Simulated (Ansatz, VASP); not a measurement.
# Tl in VASP and in Ansatz

File INCAR:

```
ALGO = Fast
EDIFF = 1E-7
ENCUT = 520
GGA = PE
ISIF = 2
ISMEAR = 0
LASPH = T
LCHARG = F
LREAL = F
LWAVE = F
NBANDS = 34
NELM = 100
PREC = Accurate
SIGMA = 0.1
```

The input KPOINTS:

```
k-points
0
Gamma
  6 6 2
```

POSCAR

```
Tl
1.0
    3.1262562587      0.0000000000      0.0000000000
   -1.5631281293      2.7074173387      0.0000000000
    0.0000000000      0.0000000000     10.0039251287
Tl
4
Direct
    0.0000000000      0.0000000000      0.0000000000
    0.3333333300      0.6666666700      0.2500000000
    0.0000000000      0.0000000000      0.5000000000
    0.6666666700      0.3333333300      0.7500000000
```

Input for Ansatz:

```yaml
crystal:
  lattice:
    - [3.1262562587, 0.0, 0.0]
    - [-1.5631281293, 2.7074173387, 0.0]
    - [0.0, 0.0, 10.0039251287]
  atoms:
    - { symbol: Tl, position: [0.0, 0.0, 0.0] }
    - { symbol: Tl, position: [0.33333333, 0.66666667, 0.25] }
    - { symbol: Tl, position: [0.0, 0.0, 0.5] }
    - { symbol: Tl, position: [0.66666667, 0.33333333, 0.75] }
basis:
  ecutwfc: 420
kpoints:
  mp_grid: { grid: [6, 6, 2] }
hamiltonian:
  xc: pbe
scf:
  occupations: { method: gaussian, width: 0.1 }
output:
  forces: true
  stress: true
  eigenvalues: true
```

Alike in both runs: task single point; functional PBE; k mesh 6 × 6 × 2; occupations gaussian, width 0.1 eV; no spin polarisation.

|  | VASP | Ansatz |
| --- | --- | --- |
| version | VASP 6.6.1 | Ansatz 0.2.0 |
| potentials or method | VASP PAW PBE potentials, release 64 (Tl_d) | scalar-relativistic, plane waves, PAW |
| plane-wave cutoff (eV) | 520 | 420 |
| valence electrons in the cell | 52 | 52 |

|  | VASP | Ansatz | Ansatz less VASP |
| --- | --- | --- | --- |
| gap on the k mesh at the Fermi level (eV) | none | none | - |
| pressure (GPa) | 29.9 | 30.0 | +0.08 |
| largest component of the traceless stress (GPa) | 3.04 | 3.04 | -0.001 |

A gap of «none» marks a metal or a gap that the smearing closes. With one functional, cell and mesh, what is left measures potentials, basis and numerics.

Caveats: the k mesh is coarse (spacing up to 0.39 Å⁻¹), so the values aren't converged; so large a pressure means that the cell lies far from this level's equilibrium, or that cutoff or potentials fall short (VASP). Spin-orbit coupling is left out, which matters for the levels of Tl.
